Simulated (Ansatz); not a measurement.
## SnTe (Fm-3m), a vibration from a frozen displacement

Computed with DFT PBEsol, scalar-relativistic, plane waves, PAW (Ansatz). Settings: plane waves to 420 eV, k-mesh 10×10×10 (Γ-centred), Gaussian smearing 0.03 eV. Spin–orbit coupling is left out, which matters for the heavy elements here. No spin polarisation. Energies are free energies at this smearing, counted from the undisturbed cell; pressure is positive in compression.

The starting cell (as given, not relaxed at this level; it stands at -0.5 GPa):

```
Sn Te
1.0
     0.00000    3.15650    3.15650
     3.15650    0.00000    3.15650
     3.15650    3.15650    0.00000
Sn Te
1 1
Direct
  0.00000 0.00000 0.00000
  0.50000 0.50000 0.50000
```

Every Te atom is moved by x along the Cartesian unit vector (0.707, 0.707, 0.000); the cell and all other atoms stay fixed. The cell's volume is 62.90 Å³; the moved atoms weigh 127.600 u together and the others 118.710 u. Some rows repeat others by symmetry and weren't run.

| x (Å) | ΔE (meV/cell) | total force on the moved atoms along the move (eV/Å) | pressure (GPa) |
| --- | --- | --- | --- |
| -0.1000 | 0.56 | 0.0228 | -0.4157 |
| -0.0875 | 0.32 | 0.0158 | -0.4455 |
| -0.0750 | 0.16 | 0.0103 | -0.4715 |
| -0.0625 | 0.06 | 0.0059 | -0.4937 |
| -0.0500 | 0.00 | 0.0027 | -0.5123 |
| -0.0375 | -0.02 | 0.0006 | -0.5273 |
| -0.0250 | -0.01 | -0.0006 | -0.5387 |
| -0.0125 | 0.00 | -0.0007 | -0.5463 |
| 0.0000 | 0.00 | 0.0000 | -0.5490 |
| 0.0125 | 0.00 | 0.0007 | -0.5463 |
| 0.0250 | -0.01 | 0.0006 | -0.5387 |
| 0.0375 | -0.02 | -0.0006 | -0.5273 |
| 0.0500 | 0.00 | -0.0027 | -0.5123 |
| 0.0625 | 0.06 | -0.0059 | -0.4937 |
| 0.0750 | 0.16 | -0.0103 | -0.4715 |
| 0.0875 | 0.32 | -0.0158 | -0.4455 |
| 0.1000 | 0.56 | -0.0228 | -0.4157 |

**Question.** What frequency belongs to this motion?

**Answer.** The force constant is k = −dF/dx = -0.057 eV/Å², from the parabola through x = -0.0125, 0 and 0.0125. In every cell the moved atoms swing against the rest, so the mass is μ = m₁m₂/(m₁ + m₂) = 61.497 u, and ν̃ = 521.5 cm⁻¹ × √(|k|/μ) = 16i cm⁻¹. To first order in x, and within 1 %, the force on every atom lies along the move and, within each of the two groups, in proportion to the atom's mass, so this is itself a mode at the zone centre of this cell, taken without macroscopic field (the transverse frequency in a polar insulator).

**Question.** Where does the displacement stop?

**Answer.** The energy turns up again: a parabola through the lowest point and its two neighbours puts the minimum at x ≈ -0.03 Å, 0 meV a cell below the start. A quartic well E = kx²/2 + bx⁴ through that position would be −kx₀²/4 = 0 meV deep. For scale, k_BT is 26 meV at 300 K, but cells are coupled, so the depth doesn't fix a transition temperature; relaxing the other atoms and the cell can only lower the minimum further below this start.